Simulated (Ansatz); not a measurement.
The following input was run with Ansatz 0.2.0.

```yaml
crystal:
  lattice:
    - [3.3202500353, 0.0, 0.0]
    - [0.0, 3.3202500353, 0.0]
    - [0.0, 0.0, 25.3617119782]
  atoms:
    - { symbol: P, position: [0.0, 0.0, 0.2957213617] }
    - { symbol: Nb, position: [0.0, 0.5, 0.3703977499] }
    - { symbol: P, position: [0.5, 0.0, 0.4070149911] }
    - { symbol: Nb, position: [0.0, 0.0, 0.4816913794] }
    - { symbol: P, position: [0.5, 0.5, 0.5183086206] }
    - { symbol: Nb, position: [0.5, 0.0, 0.5929850089] }
    - { symbol: P, position: [0.0, 0.5, 0.6296022501] }
    - { symbol: Nb, position: [0.5, 0.5, 0.7042786383] }
basis:
  ecutwfc: 420
kpoints:
  mp_grid: { grid: [10, 10, 1] }
hamiltonian:
  xc: pbesol
scf:
  occupations: { method: gaussian, width: 0.1 }
output:
  forces: true
  stress: true
  eigenvalues: true
  write_density: true
  write_potential: true
  elf: true
  volumetric_format: npy
efield:
  axis: 3
  dipole_correction: true
  ramp_width: 0.04
```

Launched with
```bash
ansatz run input.yaml --threads 1 --pin off --max-ram 2560MiB --backend cpu --events-out ev --progress --plain --runs-dir out
```

These are results of Ansatz 0.2.0, DFT PBEsol, scalar-relativistic, plane waves, PAW, not measurements.

Part of what the program printed, abridged (iterations and final results):

```
SCF iter   1: F=—  HF=-20944.673492 eV  |F-HF|=—  |Δ(HF+E_count)|=         —  Δρ=7.00e-3  dr2=1.82e0  ethr=1.77e-3  p=0.110 e·Å  D=7.13e-2 V/Å  ΔV_dip=-1.81 eV  dr2_dipole=1.38e-1  V_vac-E_F(+/−)=4.12/5.92 eV  ⟨swp⟩=9.2  Hψ=8330  notcnv=0
efield: sawtooth ramp at fractional position 0.9800 (placed from the atoms, in the widest stretch of the axis that holds none; the zero of the levels goes with the place), width 0.0400; the density the first Hamiltonian is built on has a dipole p = 0.110 e·Å; the dipole correction subtracts the counter field D = 7.13e-2 V/Å, which shifts the + side's vacuum level by -1.81 eV against the − side's; the planar-averaged density in the ramp window peaks in size at 9.2e-5 e/Å³
SCF iter   2: F=—  HF=-20944.608364 eV  |F-HF|=—  |Δ(HF+E_count)|=   6.51e-2  Δρ=2.72e-3  dr2=1.22e-1  ethr=1.77e-3  p=0.109 e·Å  D=7.04e-2 V/Å  ΔV_dip=-1.79 eV  dr2_dipole=2.91e-2  V_vac-E_F(+/−)=3.98/5.76 eV  ⟨swp⟩=1.4  Hψ=1894  notcnv=0  defer=28
SCF iter   3: F=—  HF=-20944.603592 eV  |F-HF|=—  |Δ(HF+E_count)|=   4.77e-3  Δρ=7.37e-4  dr2=8.72e-3  ethr=1.70e-4  p=0.111 e·Å  D=7.18e-2 V/Å  ΔV_dip=-1.82 eV  dr2_dipole=9.15e-5  V_vac-E_F(+/−)=3.95/5.77 eV  ⟨swp⟩=2.1  Hψ=1710  notcnv=0  defer=70
SCF iter   4: F=—  HF=-20944.603760 eV  |F-HF|=—  |Δ(HF+E_count)|=   1.68e-4  Δρ=2.45e-4  dr2=5.28e-4  ethr=1.21e-5  p=0.114 e·Å  D=7.35e-2 V/Å  ΔV_dip=-1.86 eV  dr2_dipole=2.33e-4  V_vac-E_F(+/−)=3.89/5.76 eV  ⟨swp⟩=2.1  Hψ=2027  notcnv=0  defer=70
SCF iter   5: F=—  HF=-20944.603761 eV  |F-HF|=—  |Δ(HF+E_count)|=   1.74e-6  Δρ=1.07e-4  dr2=7.35e-5  ethr=7.34e-7  p=0.115 e·Å  D=7.43e-2 V/Å  ΔV_dip=-1.88 eV  dr2_dipole=3.00e-6  V_vac-E_F(+/−)=3.87/5.75 eV  ⟨swp⟩=2.5  Hψ=2511  notcnv=0  defer=70
SCF iter   6: F=—  HF=-20944.603819 eV  |F-HF|=—  |Δ(HF+E_count)|=   5.78e-5  Δρ=4.68e-5  dr2=2.15e-5  ethr=1.02e-7  p=0.116 e·Å  D=7.49e-2 V/Å  ΔV_dip=-1.90 eV  dr2_dipole=1.17e-7  V_vac-E_F(+/−)=3.85/5.75 eV  ⟨swp⟩=2.9  Hψ=2811  notcnv=0  defer=41
SCF iter   7: F=—  HF=-20944.603820 eV  |F-HF|=—  |Δ(HF+E_count)|=   8.71e-7  Δρ=2.02e-5  dr2=4.39e-6  ethr=2.98e-8  p=0.116 e·Å  D=7.52e-2 V/Å  ΔV_dip=-1.91 eV  dr2_dipole=4.85e-9  V_vac-E_F(+/−)=3.84/5.75 eV  ⟨swp⟩=2.1  Hψ=2241  notcnv=0  defer=40
SCF iter   8: F=—  HF=-20944.603821 eV  |F-HF|=—  |Δ(HF+E_count)|=   7.41e-7  Δρ=8.98e-6  dr2=1.04e-6  ethr=6.10e-9  p=0.116 e·Å  D=7.54e-2 V/Å  ΔV_dip=-1.91 eV  dr2_dipole=1.45e-7  V_vac-E_F(+/−)=3.84/5.75 eV  ⟨swp⟩=2.2  Hψ=2325  notcnv=0  defer=40
SCF iter   9: F=—  HF=-20944.603821 eV  |F-HF|=—  |Δ(HF+E_count)|=   4.19e-8  Δρ=2.94e-6  dr2=1.11e-7  ethr=1.45e-9  p=0.117 e·Å  D=7.55e-2 V/Å  ΔV_dip=-1.91 eV  dr2_dipole=2.73e-8  V_vac-E_F(+/−)=3.84/5.75 eV  ⟨swp⟩=2.0  Hψ=2145  notcnv=0  defer=40
SCF iter  10: F=-20944.603821 eV  HF=-20944.603821 eV  |F-HF|=3.86e-9  |Δ(HF+E_count)|=   3.92e-8  Δρ=1.16e-6  dr2=6.90e-9  ethr=1.39e-10  p=0.117 e·Å  D=7.55e-2 V/Å  ΔV_dip=-1.91 eV  dr2_dipole=6.58e-10  V_vac-E_F(+/−)=3.84/5.75 eV  ⟨swp⟩=19.0  Hψ=13256  notcnv=0
SCF 1 converged in 10 iterations: F = -20944.603821 eV  dr2 = 6.90e-9
WARN: The output density's exchange-correlation potential varies sharply where the density is thin. Do not read a vacuum level from v_tot or v_xc, or from such a field of the output density. On a cell that repeats whose density bears no net charge and no dipole along the vacuum's axis use v_es (v_loc + v_h of the components); under efield.dipole_correction with no amplitude use v_es + v_field, which holds any external_charges[].barrier, or the levels of the report's work_function block, which leave it out; under a non-zero efield.amplitude the vacuum is tilted and has no level; on a cell that repeats and bears such a dipole with no correction it is tilted too, and efield.dipole_correction wi ...
SCF converged after 10 iterations
Free energy (F): -20944.603821 eV
Harris-Foulkes:  -20944.603821 eV  (|F-HF|=3.86e-9)
Internal energy: -20944.562922 eV  (E = F + TS)
E sigma→0 (E₀):  -20944.583371 eV
Entropy (-TS):   -0.040899 eV (-5.112 meV/atom)
Fermi energy:    4.253289 eV
Dipole field:    D = 0.075456 V/Å  (p = 0.116588 e·Å, saw-weighted, corrected)
Work function:   Φ+ = 3.8365 eV   Φ− = 5.7502 eV
Levels:          The Fermi level and band energies are counted from a zero that moves with the ramp; work functions are not
--- Per-component energies (eV) ---
  E_band       = -1043.261691
  E_kinetic    = 1858.509885
  E_local      = -57959.699381  (includes V_loc(G=0)·N_el)
  E_nonlocal   = 620.521909
  E_hartree    = 27997.967558
  E_xc         = -941.238123
  E_vxc        = -1091.835353  (∫ρ·V_xc dr)
  E_paw        = -14287.049478  (= ΣΔE_a)
  E_vpaw       = -464.404335  (= ΣTr[D̂ρ^β])
  E_aug_tail   = 0.000040  (compensation charges beyond the density's cutoff)
  E_efield     = 0.004399  (sawtooth field / dipole correction)
  E_vefield    = -2.277728  (∫n·V_field dr)
  E_ewald      = 21765.481051
  E_core_change = 0.939220  (= ΣΔE_core)
  E_smearing   = -0.040899  (= −TS)
--- Forces (eV/Å), atoms counted from 1 ---
  atom   1  P      0.00000000     0.00000000     0.50887746
  atom   2  Nb     0.00000000     0.00000000    -0.73221317
  atom   3  P      0.00000000     0.00000000     0.21717179
  atom   4  Nb     0.00000000     0.00000000     0.07864346
  atom   5  P      0.00000000     0.00000000     0.05194519
  atom   6  Nb     0.00000000     0.00000000    -0.08866366
  atom   7  P      0.00000000     0.00000000     1.23954972
  atom   8  Nb     0.00000000     0.00000000    -1.27528081
--- Stress (GPa, compression-positive) ---
       -3.265418       0.000000       0.000000
        0.000000      -3.454337       0.000000
        0.000000       0.000000      -2.003353
  P = ⅓ Tr σ = -2.9077 GPa (-29.077 kbar)
--- Band table (eV; the first three rows and the last of 36) ---
  k-point 0: bands = ["-50.9749", "-50.4880", "-50.4322", "-50.3679", "-27.2276", "-26.8741", "-26.8254", "-26.7187", "-26.6276", "-26.5677", "-26.5554", "-26.5167", "-26.4915", "-26.4597", "-26.3847", "-26.3607", "-8.3876", "-7.7049", "-6.7185", "-5.3603", "-1.6359", "-0.4155", "0.8415", "1.3175", "1.5862", "1.6434", "1.6474", "1.7726", "2.0575", "2.3224", "2.5230", "2.7772", "3.2766", "3.2879", "3.8731", "4.1682", "4.7199", "5.0977", "5.1750", "5.4090", "5.7731", "6.0504", "6.1909", "6.5405"]
  k-point 1: bands = ["-50.9734", "-50.4860", "-50.4301", "-50.3663", "-27.2247", "-26.8723", "-26.8480", "-26.7135", "-26.6567", "-26.5643", "-26.5521", "-26.5218", "-26.5144", "-26.4571", "-26.3956", "-26.3738", "-8.2519", "-7.5809", "-6.6401", "-5.3279", "-1.5655", "-0.3337", "0.7350", "1.0835", "1.3275", "1.4603", "1.6484", "1.9801", "2.0948", "2.2303", "2.6125", "2.8060", "3.0226", "3.4003", "3.8666", "4.2429", "4.5847", "4.5966", "5.1261", "5.2775", "5.9080", "6.0792", "6.3250", "6.5616"]
  k-point 2: bands = ["-50.9693", "-50.4809", "-50.4246", "-50.3621", "-27.2180", "-26.9046", "-26.8677", "-26.7328", "-26.7041", "-26.5984", "-26.5540", "-26.5431", "-26.5083", "-26.4529", "-26.4502", "-26.3787", "-7.8678", "-7.2378", "-6.4344", "-5.2408", "-1.4255", "-0.2013", "0.2665", "0.5620", "0.7714", "1.4308", "1.5959", "1.7289", "2.2573", "2.3658", "2.5310", "2.5879", "3.2311", "3.3253", "3.8758", "4.1483", "4.4107", "4.8121", "4.8708", "5.1183", "5.8110", "5.8681", "6.2574", "6.3320"]
  k-point 35: bands = ["-50.9418", "-50.4481", "-50.3911", "-50.3320", "-27.1754", "-27.0853", "-27.0188", "-26.8681", "-26.7920", "-26.7768", "-26.7661", "-26.7111", "-26.6180", "-26.5361", "-26.4277", "-26.4247", "-6.0941", "-6.0731", "-6.0458", "-3.8850", "-0.9739", "-0.8351", "-0.7118", "-0.5511", "-0.4694", "-0.3118", "0.2770", "1.2878", "1.3451", "1.6488", "3.1358", "3.2332", "3.2415", "3.3617", "3.8979", "4.1500", "4.9187", "5.7416", "6.0513", "6.3392", "7.3115", "7.3432", "7.4138", "7.4322"]
```

The run converged.

It took 27 s on 1 thread of Intel(R) Xeon(R) 6975P-C (Granite Rapids) (shared host), peak memory 0.67 GiB.